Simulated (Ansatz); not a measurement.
O started on a Sn site in rutile SnO2, 72 atoms, charge +3

Theory: DFT, PBEsol, PAW, plane waves in Ansatz 0.2.0.

Command:

```sh
ansatz run in.yaml --threads 8 --pin off --max-ram 118750MiB --runs-dir r --events-out ev --progress --plain --backend cuda --devices 0, --max-vram 170GiB
```

The input less its lattice and atoms (starting moments on atoms near the defect: 1 μB in all):

```yaml
crystal:
  symmetry: { detect: false }
kpoints:
  mp_grid: { grid: [1, 1, 1], shift: [0.25, 0.25, 0.25] }
hamiltonian:
  xc: pbesol
total_charge: 3
magnetization:
  spin_polarized: true
scf:
  occupations: { method: fermi_dirac, width: 0.01 }
relax:
  f_tol: 0.03
  max_steps: 80
  escape_saddle: false
  adjacent_minimum: "off"
output:
  forces: true
  eigenvalues: true
  populations: true
  charged_corrections: { epsilon: 12 }
```

Start:

```
Sn O
1.0
     9.53809    0.00000    0.00000
     0.00000    9.53809    0.00000
     0.00000    0.00000    9.63630
Sn O
23 49
Direct
  0.99576 0.00044 0.99952
  0.00372 0.00216 0.33533
  0.99596 0.99862 0.66616
  0.99922 0.50080 0.99710
  0.00237 0.50026 0.33166
  0.99732 0.50099 0.66507
  0.50077 0.00244 0.99711
  0.50290 0.00011 0.33513
  0.50133 0.00206 0.66387
  0.49808 0.49996 0.00226
  0.49878 0.50043 0.66446
  0.25056 0.25131 0.16526
  0.25030 0.25173 0.49828
  0.24954 0.25137 0.83125
  0.25208 0.75073 0.16826
  0.25088 0.75141 0.50021
  0.24854 0.75366 0.83525
  0.75215 0.25428 0.16894
  0.74955 0.25280 0.49749
  0.75107 0.25192 0.83101
  0.74729 0.75050 0.16995
  0.74912 0.75168 0.50255
  0.74699 0.75406 0.83386
  0.49833 0.49959 0.33417
  0.15217 0.15224 0.99711
  0.15247 0.15026 0.33099
  0.15509 0.15127 0.66554
  0.15419 0.65346 0.99938
  0.15246 0.65418 0.33413
  0.15363 0.65614 0.66541
  0.65369 0.15331 0.99730
  0.65034 0.15255 0.33435
  0.65053 0.15155 0.66796
  0.65407 0.65057 0.00110
  0.64872 0.65553 0.33289
  0.64934 0.65099 0.66590
  0.34534 0.34702 0.99589
  0.34722 0.34970 0.33138
  0.34319 0.34354 0.66596
  0.34423 0.84966 0.99982
  0.34695 0.84887 0.33369
  0.34912 0.85035 0.66658
  0.84690 0.34890 0.99951
  0.84752 0.34703 0.33471
  0.84729 0.34961 0.66595
  0.84898 0.84746 0.00151
  0.84816 0.85038 0.33187
  0.84808 0.84378 0.66453
  0.09460 0.40645 0.16700
  0.09791 0.40448 0.49803
  0.09833 0.39912 0.83479
  0.09900 0.90346 0.16661
  0.09595 0.90602 0.50120
  0.09836 0.90421 0.83358
  0.59559 0.40148 0.16509
  0.60240 0.40101 0.50031
  0.60135 0.40299 0.83561
  0.59757 0.90292 0.16779
  0.59498 0.90538 0.49752
  0.59480 0.90352 0.83338
  0.40009 0.09783 0.16603
  0.40251 0.09774 0.50330
  0.40176 0.09645 0.83613
  0.40529 0.59468 0.16765
  0.40558 0.59948 0.50066
  0.40461 0.59713 0.83102
  0.90759 0.09430 0.16594
  0.90363 0.09524 0.49916
  0.90073 0.09570 0.83507
  0.90507 0.59896 0.16760
  0.90512 0.59728 0.50101
  0.90572 0.59739 0.83413
```

Steps:

```csv
step,energy less the first (eV),largest force component (eV/Å)
start,0.000,1.155
1,-0.730,0.491
2,-1.078,1.035
3,-1.561,1.985
4,-2.401,2.832
5,-2.699,0.900
6,-2.806,0.356
7,-2.844,0.370
8,-2.862,0.728
9,-2.899,0.591
10,-2.938,0.227
11,-2.969,0.201
12,-2.977,0.165
13,-2.984,0.164
14,-2.991,0.061
15,-2.992,0.038
16,-2.992,0.010
```

End:

```xyz
72
Lattice="9.5381 0.0000 0.0000 0.0000 9.5381 0.0000 0.0000 0.0000 9.6363" Properties=species:S:1:pos:R:3 pbc="T T T"
Sn    0.0270    9.4932    9.6182
Sn    0.0005    0.0469    3.1961
Sn    9.4886    0.0031    6.4384
Sn    0.0185    4.7970    9.6276
Sn    0.0089    4.7805    3.2134
Sn    0.0075    4.7906    6.4199
Sn    4.7635    0.0163    9.6305
Sn    4.7799    0.0371    3.2079
Sn    4.7815    0.0131    6.4146
Sn    4.7614    4.8167    0.0500
Sn    4.8758    4.6724    6.4844
Sn    2.3439    2.3528    1.5261
Sn    2.3059    2.3418    4.9159
Sn    2.3957    2.4073    8.0371
Sn    2.4087    7.1820    1.5880
Sn    2.2943    7.2677    4.7774
Sn    2.4145    7.1397    7.9902
Sn    7.2227    2.3841    1.6211
Sn    7.1755    2.3919    4.8188
Sn    7.1909    2.3996    8.0488
Sn    7.1599    7.1835    1.5983
Sn    7.1471    7.1626    4.7849
Sn    7.1416    7.1541    8.0153
O     4.1207    4.6264    3.5527
O     1.4587    1.4404    9.5921
O     1.5320    1.5446    3.2076
O     1.4351    1.4437    6.4887
O     1.4813    6.2470    9.6157
O     1.4868    6.2348    3.2064
O     1.5212    6.2142    6.3569
O     6.2385    1.4753    0.0220
O     6.2789    1.4491    3.2147
O     6.2611    1.4539    6.4409
O     6.2489    6.2316    0.0010
O     6.2878    6.1894    3.1734
O     6.1852    6.2437    6.3882
O     3.2957    3.3389    0.0122
O     3.2804    3.5825    3.3460
O     3.3079    3.3264    6.4234
O     3.3093    8.1023    9.5970
O     3.3140    8.1053    3.2248
O     3.3673    8.0232    6.3565
O     8.1431    3.3030    0.0094
O     8.0961    3.3283    3.2110
O     8.0914    3.3264    6.4390
O     8.0808    8.0786    9.6255
O     8.0950    8.1255    3.2009
O     8.0547    8.0733    6.4008
O     0.9857    3.8783    1.6169
O     0.9082    3.8344    4.8258
O     0.9458    3.8753    8.0227
O     0.9658    8.6476    1.6189
O     0.9132    8.7114    4.8117
O     0.9258    8.5804    7.9928
O     5.5948    3.6133    1.4759
O     5.7229    3.7926    4.9006
O     5.7213    3.8292    8.1038
O     5.6796    8.6366    1.6020
O     5.6879    8.6283    4.7992
O     5.6974    8.6298    8.0268
O     3.8458    0.9765    1.6154
O     3.8507    0.9867    4.8106
O     3.8578    0.9446    8.0168
O     3.8890    5.7967    1.5913
O     3.7266    5.3696    4.5797
O     3.8733    5.6683    7.9927
O     8.6755    0.9473    1.5810
O     8.6592    0.9820    4.8154
O     8.5981    0.9020    8.0521
O     8.6349    5.7073    1.6067
O     8.6334    5.7244    4.8071
O     8.6253    5.7187    8.0151
```

The calculation finished and met its thresholds.

Time: 25 s of wall time on one NVIDIA GB200 with 8 processor threads, on a host shared with other runs; peak host memory 1.9 GiB.

Q: How much energy did the relaxation gain, and which atom moved most?

A: 2.99 eV in 16 steps, from a start with small random displacements; atom 24 (O) moved 0.73 Å, the median atom 0.05 Å (drift of the whole cell removed).

The moment started at 1 μB and ended at 1.0 μB; no other spin state is shown. The program warned that the state may not be the lowest. The one k point has no symmetry partners, which can distort the end along one axis.
